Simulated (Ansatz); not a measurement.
## TiTe₂ (CdI2-type structure)

Computed with Ansatz (plane waves, PAW, 420 eV cutoff): PBE, scalar-relativistic, no spin polarisation, 10×10×6 k-mesh, Gaussian smearing of 0.05 eV; PAW files: Ansatz's generated set soft_2.

```yaml
crystal:
  lattice:
    - [3.75711, 0.00000, 0.00000]
    - [-1.87856, 3.25375, 0.00000]
    - [0.00000, 0.00000, 7.05880]
  atoms:
    - { symbol: Ti, position: [0.00000, 0.00000, 0.00000] }
    - { symbol: Te, position: [0.33333, 0.66667, 0.24657] }
    - { symbol: Te, position: [0.66667, 0.33333, 0.75343] }
```

The Crystallography Open Database holds a cell of this formula and space group, from which this one stands far in volume, proportions or bonds. The database's entry of this formula in the relaxed cell's space group, P-3m1, has axes of 3.777 × 3.777 × 6.498 Å and 26.76 Å³/atom (1981), the relaxed one 3.757 × 3.757 × 7.059 Å and 28.76.

Cell and atoms are those of this level's equilibrium.

The cell has space group P-3m1 (read at 0.01 Å). In it the stress is -0.01, -0.01, -0.01, 0.00, 0.00, 0.00 GPa and the largest force component 0.000 eV/Å. Each change below starts from this cell, without further relaxation. Stress is in GPa, positive in compression, in the order xx, yy, zz, yz, xz, xy; energies are counted from the cell above and are free energies with the smearing's entropy, which match forces and stress in a metal.

Task: One atom was moved along a Cartesian axis, and these forces appeared. Which atom, and about how far?
```
atom  Fx (eV/Å)     Fy      Fz
 Ti1      0.000  0.000   0.241
 Te2      0.000  0.000   0.104
 Te3      0.000  0.000  -0.346
```

Result: Atom 3 (Te) is moved by 0.05 Å along z; the energy changes by 8.6 meV per cell.

Task: What happens when atom 2 (Te) is moved by 0.20 Å along z?

Result: The energy changes by 126.0 meV per cell, and the force on it along the shift is -1.206 eV/Å (−F/u = 6.03 eV/Å²). Stress: -1.74, -1.74, -5.11, 0.00, 0.00, 0.00.
| atom | Fx (eV/Å) | Fy | Fz |
| --- | --- | --- | --- |
| Ti1 | 0.000 | 0.000 | 0.850 |
| Te2 | 0.000 | 0.000 | -1.206 |
| Te3 | 0.000 | 0.000 | 0.356 |
In a harmonic crystal the energy would rise by −½F·u = ½ × 6.03 × 0.20² eV = 120.6 meV, close to the run's value; the rest is anharmonic or numerical.

Task: What stress follows from an engineering strain of -2 % in yz, atoms carried along?

Result: -0.28, 0.31, 0.03, 0.98, 0.00, 0.00 GPa; the energy changes by 5.2 meV per cell.
```tsv
atom	Fx (eV/Å)	Fy	Fz
Ti1	0.000	0.000	0.000
Te2	0.000	0.140	0.007
Te3	0.000	-0.140	-0.007
```
The change of the stress over the strain gives a clamped-atom stiffness of about 49 GPa for this component.
In a harmonic crystal the energy would rise by V(½Cε² − σ₀ε), with σ₀ the stress of the unstrained cell, = 5.3 meV, which matches.

Task: What stress follows from an engineering strain of 2 % in xy, atoms carried along?

Result: 0.01, 0.03, 0.00, -0.01, 0.28, -0.65 GPa; the energy changes by 3.5 meV per cell.
```
atom  Fx (eV/Å)      Fy      Fz
 Ti1      0.000   0.000   0.000
 Te2      0.039  -0.001   0.001
 Te3     -0.039   0.001  -0.001
```
The change of the stress over the strain gives a clamped-atom stiffness of about 33 GPa for this component.
In a harmonic crystal the energy would rise by V(½Cε² − σ₀ε), with σ₀ the stress of the unstrained cell, = 3.5 meV, which matches.

Task: All atoms and the cell are disturbed at random:
```xyz
3
Lattice="3.7426 0.0164 -0.0171 -1.8571 3.1783 0.0332 -0.0322 0.0534 7.0910" Properties=species:S:1:pos:R:3 pbc="T T T"
Ti    0.0873    0.0628    0.0690
Te   -0.1317    2.0134    1.8329
Te    1.8977    1.1718    5.2051
```
Give the energy change, the stress and the forces.

Result: 243.3 meV per cell; stress -0.98, 0.99, -3.37, 1.66, 2.16, -1.36 GPa.
```
atom  Fx (eV/Å)      Fy      Fz
 Ti1     -0.426  -0.329  -1.347
 Te2      0.560   0.442   0.144
 Te3     -0.134  -0.113   1.204
```

Task: All atoms and the cell are disturbed at random:
```xyz
3
Lattice="3.7827 -0.0231 -0.0478 -1.9113 3.3230 0.0290 -0.0898 0.0112 7.0553" Properties=species:S:1:pos:R:3 pbc="T T T"
Ti    0.1483   -0.1064    0.1521
Te   -0.1642    2.0447    1.7091
Te    1.7975    1.3728    5.1753
```
Give the energy change, the stress and the forces.

Result: 552.4 meV per cell; stress 0.42, 0.93, 0.11, 1.90, 4.13, -2.29 GPa.
| atom | Fx (eV/Å) | Fy | Fz |
| --- | --- | --- | --- |
| Ti1 | -1.107 | 0.437 | -2.339 |
| Te2 | 1.263 | 0.083 | 1.299 |
| Te3 | -0.157 | -0.519 | 1.040 |

Spin–orbit coupling, which matters for such heavy elements, is left out. The structure is built of weakly bound layers, and this functional has no dispersion term, so their spacing and all that hangs on it (volume, the soft elastic constants, low modes, dielectric constants) are poorly given.

The clamped-atom stiffness is larger for yz shear (49 GPa) than for xy shear (33 GPa), the reverse of what is expected of a layered crystal once its atoms relax. Carrying the atoms along forces the yz shear into the Ti–Te bonds inside each layer instead of letting the layers slide over one another. The larger Te forces under yz strain (0.140 against 0.039 eV/Å) act to undo this distortion, so relaxation would probably soften yz far more and could restore the usual order. The 49 GPa is therefore no measure of resistance to interlayer slip.

Moving Te2 away from its Ti plane stretches the covalent, polar Ti–Te bonds, and most of the balancing force falls on Ti. The energy above the harmonic estimate fits a bond that softens as it lengthens. The force on Te3 can't be assigned to contact across the gap alone: all periodic images move together, so coupling through Ti within the layer contributes as well.
